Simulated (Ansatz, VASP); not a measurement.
# InSb3 in VASP and in Ansatz

File INCAR:

```
SYSTEM = InSb3
  PREC = Accurate
  ENCUT = 520
  EDIFF = 1E-6
  ISMEAR = -1
  SIGMA = 0.05
  LREAL = .False.
  LASPH = .True.
  NELM = 100
  ALGO = Normal
  ISIF = 2
  LWAVE = .False.
  LCHARG = .False.
  GGA = PS
  NBANDS = 22
```

KPOINTS

```
Automatic mesh
0
Gamma
  6 6 6
  0 0 0
```

File POSCAR:

```
InSb3
1.0
    0.0000000000      3.8689769334      3.8689769334
    3.8689769334      0.0000000000      3.8689769334
    3.8689769334      3.8689769334      0.0000000000
Sb In
3 1
Direct
    0.5000000000      0.5000000000      0.5000000000
    0.7500000000      0.7500000000      0.7500000000
    0.2500000000      0.2500000000      0.2500000000
    0.0000000000      0.0000000000      0.0000000000
```

input.yaml

```yaml
crystal:
  lattice:
    - [0.0, 3.8689769334, 3.8689769334]
    - [3.8689769334, 0.0, 3.8689769334]
    - [3.8689769334, 3.8689769334, 0.0]
  atoms:
    - { symbol: Sb, position: [0.5, 0.5, 0.5] }
    - { symbol: Sb, position: [0.75, 0.75, 0.75] }
    - { symbol: Sb, position: [0.25, 0.25, 0.25] }
    - { symbol: In, position: [0.0, 0.0, 0.0] }
kpoints:
  mp_grid: { grid: [6, 6, 6] }
scf:
  occupations: { method: fermi_dirac, width: 0.05 }
hamiltonian:
  xc: pbesol
  pseudopotentials: { kind: all_electron, lapw: { basis_error: 0.001 } }
output:
  forces: true
  stress: true
  eigenvalues: true
```

Change from the starting cell: volume scaled by 1.06.

Alike in both runs: task single point; functional PBEsol; k mesh 6 × 6 × 6; occupations fermi-dirac, width 0.05 eV; no spin polarisation.

|  | VASP | Ansatz |
| --- | --- | --- |
| version | VASP 6.6.1 | Ansatz 0.2.0 |
| potentials or method | VASP PAW PBE potentials, release 64 (Sb, In_d) | all-electron LAPW, scalar-relativistic |
| plane-wave cutoff (eV) | 520 | see its input |

```csv
,VASP,Ansatz,Ansatz less VASP
gap on the k mesh at the Fermi level (eV),none,none,-
pressure (GPa),-5.4,-5.3,+0.03
```

A gap of «none» marks a metal or a gap that the smearing closes. Ansatz ran all-electron here, so the differences hold the error of VASP's frozen core and of both bases.

Caveats: the PAW data sets were made with another functional, which shifts forces and pressure a little (VASP). Spin-orbit coupling is left out, which matters for the levels of Sb.
